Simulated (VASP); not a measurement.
Wanted: the native input for a VASP 6.6.1 run.

```yaml
Task: relaxation of cell and atoms
Functional: PBE
Potentials_or_basis: VASP PAW PBE potentials, release 64 (Ga_d, N)
Cutoff: 600 eV
k_mesh: 10 × 10 × 10
Occupations: gaussian, width 0.03 eV
Spin: no spin polarisation
Further_INCAR_settings: ALGO = Normal; EDIFF = 1e-07; IBRION = 2; EDIFFG = -0.005; NSW = 90; ISIF = 3
```

The structure of GaN lies in POSCAR:

```
GaN                                     
1.0
    0.0000000000      2.2741012838      2.2741012838
    2.2741012838      0.0000000000      2.2741012838
    2.2741012838      2.2741012838      0.0000000000
  Ga              N             
     1     1
Direct
     0.0000000000000000    0.0000000000000000    0.0000000000000000
     0.7500000000000000    0.7500000000000000    0.7500000000000000
```

The cell is a database's computed one.

The input as run:

INCAR

```
PREC     = Accurate       # precision mode
ENCUT    = 600            # plane-wave cutoff, eV
EDIFF    = 1E-7           # SCF threshold, eV
ISMEAR   = 0              # smearing method
SIGMA    = 0.03           # smearing width, eV
LREAL    = F              # projectors in reciprocal space
LASPH    = T              # aspherical terms in the spheres
NELM     = 80             # most SCF steps
ALGO     = Normal         # electronic algorithm
ISIF     = 3              # what is computed and relaxed
LWAVE    = F              # write WAVECAR
LCHARG   = F              # write CHGCAR
GGA      = PE             # functional
IBRION   = 2              # ionic algorithm
NSW      = 90             # ionic steps
EDIFFG   = -0.005         # ionic threshold
```

KPOINTS

```
regular mesh
0
Gamma
  10 10 10
```

Potentials or basis: VASP PAW PBE potentials, release 64 (Ga_d, N).

The run is started by

```console
$ cat potpaw_PBE.64/Ga_d/POTCAR potpaw_PBE.64/N/POTCAR > POTCAR
$ mpirun -np 1 vasp_std > vasp.out
```

It gave:

- Pressure after relaxing: 0.0 GPa
- Band gap on the k mesh: 1.55 eV, direct

Caveat: the relaxation stopped at its first step, so nothing moved.

It took 13 s on 1 thread of Intel(R) Xeon(R) Platinum 8488C (Sapphire Rapids), on a shared host, peak memory 0.16 GiB.
